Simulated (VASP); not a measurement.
# Pt: convergence, energy along a vibration (SMASS = -2)

Pt, Fm-3m (no. 225), atoms displaced along the mode, 2 atoms in the cell. PBEsol, energy along a line of displacements; PAW potentials Pt (PBE set). VASP 6.6.1.

Wanted: harmonic frequency within 1 %.

Space group without the displacement: Fm-3m (no. 225); Mode: transverse mode at X.

POSCAR of the starting run:
```
Pt
1.0
    1.9609000000      1.9609000000      0.0000000000
   -1.9609000000      1.9609000000      0.0000000000
    0.0000000000      0.0000000000      3.9218000000
Pt
2
Direct
   -0.0101993982      0.0101993982      0.0000000000
    0.5101993982      0.4898006018      0.5000000000

    0.0100000000   0.0000000000   0.0000000000
   -0.0100000000   0.0000000000   0.0000000000
```

The series start from k mesh: 7 × 7 × 5; Cutoff (eV): 300; Step along the mode (Å): 0.02; Extrapolation between steps (IWAVPR): 11. Each series keeps the choices made before it, and each single choice may use up half of a tolerance.

## k mesh

| k mesh | Harmonic frequency (THz) | Time (s) |
|---|---|---|
| 3 × 3 × 2 | 3.772 | 20 |
| 4 × 4 × 3 | 3.876 | 20 |
| 6 × 6 × 4 | 3.699 | 32 |
| 7 × 7 × 5 | 3.821 | 44 |
| 9 × 9 × 6 | 3.84 | 70 |
| 11 × 11 × 8 | 3.929 | 145 |
| 14 × 14 × 10 (reference) | 3.948 | 262 |

Chosen: 11 × 11 × 8, the loosest value from which every tighter one stays within half of the tolerance.

## Cutoff (eV)

| Cutoff (eV) | Harmonic frequency (THz) | Time (s) |
|---|---|---|
| 170 | 3.743 | 97 |
| 200 | 3.778 | 181 |
| 230 | 3.914 | 128 |
| 270 | 3.929 | 130 |
| 300 | 3.929 | 145 |
| 350 (reference) | 3.942 | 225 |

Chosen: 270.

## Extrapolation between steps (IWAVPR)

| Extrapolation between steps (IWAVPR) | Harmonic frequency (THz) | Time (s) |
|---|---|---|
| 11 | 3.934 | 128 |
| 12 | crashed | 77 |
| 0 | 3.934 | 130 |

Chosen: 11; no other choice that stays within half of the tolerance saves 30 % of the time.

Also changed on the way, by series that aren't shown: Step along the mode (Å): 0.04.

## All choices together

| Input | Harmonic frequency (THz) | Time (s) |
|---|---|---|
| defaults on a coarse mesh (naive) | 3.95 | 3.7 |
| chosen settings | 3.934 | 128 |
| reference settings throughout | 3.962 | 444 |

The tolerance is met.

## The input

INCAR:
```
SYSTEM = Pt
GGA = PS ; PREC = Accurate
ENCUT = 270 ; EDIFF = 1E-7
ALGO = Normal ; LREAL = .False.
LASPH = .True. ; ISMEAR = 1
SIGMA = 0.15 ; ISYM = 0
LWAVE = .False. ; LCHARG = .False.
IBRION = 0 ; SMASS = -2
POTIM = 1 ; NSW = 9
NELMIN = 4 ; IWAVPR = 11
KPAR = 2
```

KPOINTS:
```
Automatic mesh
0
Gamma
  11 11 8
  0 0 0
```

POSCAR:
```
Pt
1.0
    1.9609000000      1.9609000000      0.0000000000
   -1.9609000000      1.9609000000      0.0000000000
    0.0000000000      0.0000000000      3.9218000000
Pt
2
Direct
   -0.0203987965      0.0203987965      0.0000000000
    0.5203987965      0.4796012035      0.5000000000

    0.0200000000   0.0000000000   0.0000000000
   -0.0200000000   0.0000000000   0.0000000000
```

Commands:
```
cat potpaw_PBE.64/Pt/POTCAR > POTCAR
mpirun -np 2 vasp_std > vasp.out
```

The naive input happens to agree within the tolerance here, in 3.7 s.

The chosen input took VASP 6.6.1 128 s on 2 cores (Intel Xeon Platinum 8259CL @ 2.50GHz (Skylake/Cascade Lake)), a shared host.

## An input that fails: POTIM multiplies the typed steps tenfold

It runs to its end, but against the unchanged starting input it is off by 1080 % in the harmonic frequency.

Changes against the starting input:
```
- POTIM = 1
+ POTIM = 10
```
